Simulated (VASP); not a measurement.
Write the native input for VASP 6.6.1 that does the following.

```yaml
Task: dielectric tensor
Functional: PBE
Potentials_or_basis: VASP PAW PBE potentials, release 64 (Sn_d, O)
Cutoff: 520 eV
k_mesh: 8 × 8 × 6
Occupations: gaussian, width 0.02 eV
Spin: no spin polarisation
Further_INCAR_settings: ALGO = Fast; EDIFF = 1e-08
```

The structure of SnO lies in POSCAR:

```
SnO
1.0
    3.8020000000      0.0000000000      0.0000000000
    0.0000000000      3.8020000000      0.0000000000
    0.0000000000      0.0000000000      4.8360000000
Sn O
2 2
Direct
    0.0000000000      0.5000000000      0.2385000000
    0.5000000000      0.0000000000      0.7615000000
    0.0000000000      0.0000000000      0.0000000000
    0.5000000000      0.5000000000      0.0000000000
```

The input as run:

INCAR

```
SYSTEM = SnO
ALGO = Fast ; EDIFF = 1E-8
ENCUT = 520 ; GGA = PE
ISIF = 2 ; ISMEAR = 0
LASPH = .True. ; LCHARG = .False.
LEPSILON = .True. ; LREAL = .False.
LWAVE = .False. ; NELM = 60
PREC = Accurate ; SIGMA = 0.02
```

KPOINTS

```
k-points
0
Gamma
  8 8 6
  0 0 0
```

Potentials or basis: VASP PAW PBE potentials, release 64 (Sn_d, O).

Command:

```console
$ cat potpaw_PBE.64/Sn_d/POTCAR potpaw_PBE.64/O/POTCAR > POTCAR
$ mpirun -np 1 vasp_std > vasp.out
```

It gave:

| Property | Result |
| --- | --- |
| Band gap on the k mesh | 0.03 eV, indirect (least direct gap 1.95 eV) |
| Electronic dielectric tensor (diagonal) | 8.38, 8.38, 7.10 |
| Born charges (mean of the diagonal) | Sn +3.06; O -3.06 e |

Caveat: the gap is small at this level, which inflates the dielectric constant; spin-orbit coupling is left out, which moves the levels of the heavy elements.

Wall time 8.1 min on 1 thread of Intel(R) Xeon(R) 6975P-C (Granite Rapids), with other jobs on the host, peak memory 0.48 GiB.
